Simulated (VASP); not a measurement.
A run of VASP 6.6.1 is set up as follows.

The input INCAR:

```
PREC = Accurate
ENCUT = 520
EDIFF = 1E-6
ISMEAR = 0
SIGMA = 0.05
LREAL = False
LASPH = True
NELM = 60
ALGO = Normal
ISIF = 2
LWAVE = False
LCHARG = False
GGA = MK
LUSE_VDW = True
AGGAC = 0.0
PARAM1 = 0.1234
PARAM2 = 0.711357
ZAB_VDW = -1.8867
IBRION = 2
NSW = 60
EDIFFG = -0.005
KPAR = 2
```

Contents of KPOINTS:

```
regular mesh
0
Gamma
  12 12 3
```

File POSCAR:

```
MoS2
1.0
    3.1690000000      0.0000000000      0.0000000000
   -1.5845000000      2.7444345000      0.0000000000
    0.0000000000      0.0000000000     12.5211840000
Mo S
2 4
Direct
    0.3333333300      0.6666666700      0.2500000000
    0.6666666700      0.3333333300      0.7500000000
    0.3333333300      0.6666666700      0.6250000000
    0.6666666700      0.3333333300      0.1250000000
    0.3333333300      0.6666666700      0.8750000000
    0.6666666700      0.3333333300      0.3750000000
```

Potentials or basis: VASP PAW PBE potentials, release 64 (Mo_sv, S).

The run is started by

```console
$ cat potpaw_PBE.64/Mo_sv/POTCAR potpaw_PBE.64/S/POTCAR > POTCAR
$ mpirun -np 2 vasp_std > vasp.out
```

(1) What does it give for the band gap on the k mesh?

(2) Predict the energy gained by relaxing.

Answers

(1) 0.94 eV, indirect (least direct gap 1.68 eV).

(2) 0.1 meV/atom.

Caveat: an odd mesh through Γ misses points on the zone boundary, where band edges often lie.

The gap isn't set beside the measured one, since this odd mesh misses points on the zone boundary.
